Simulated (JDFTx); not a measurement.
Here is a JDFTx 1.7.0 (patched build) calculation.

The input PbS.in:

```
lattice \
    0.0000000000     5.5917134970     5.5917134970 \
    5.5363499970     0.0000000000     5.5363499970 \
    5.5363499970     5.5363499970     0.0000000000
coords-type Lattice
ion Pb     0.0000000000     0.0000000000     0.0000000000 1
ion S      0.5000000100     0.5000000100     0.5000000100 1

ion-species pseudo/Pb.upf
ion-species pseudo/S.upf
elec-cutoff 45 360
elec-ex-corr gga-PBEsol
kpoint-folding 3 3 3
elec-smearing MP1 0.0036749322
elec-n-bands 21
electronic-SCF nIterations 100 energyDiffThreshold 1e-10
electronic-minimize nIterations 30 energyDiffThreshold 1e-7
forces-output-coords Cartesian
ionic-minimize nIterations 20 energyDiffThreshold 1e-8 knormThreshold 2e-5

dump-name run.$VAR
dump End Ecomponents EigStats BandEigs Kpoints Forces Stress
```

Potentials or basis: PseudoDojo-SR-PBEsol-0.4-stringent with smoothed tails.

Run with:

```bash
$ jdftx -c 1 -i PbS.in -o PbS.out
```

Q: Estimate the band gap on the k mesh.

A: 2.15 eV, direct.

Q: Estimate the Loewdin charges.

A: Pb +0.43; S -0.38 e.

Final structure:
```
Pb S
1.0
     0.00000    2.92971    2.92971
     2.95901    0.00000    2.92971
     2.95901    2.92971    0.00000
Pb S
1 1
Cartesian
  0.0000 0.0000 0.0000
  2.9590 2.9297 2.9297
```

Caveat: the k mesh is coarse (spacing up to 0.62 Å⁻¹), so the values aren't converged; this smearing has several roots in a gap; the relaxation stopped at its first step, so nothing moved; spin-orbit coupling is left out, which as a rule narrows the gap of such compounds by several tenths of an eV; an odd mesh through Γ misses points on the zone boundary, where band edges often lie.
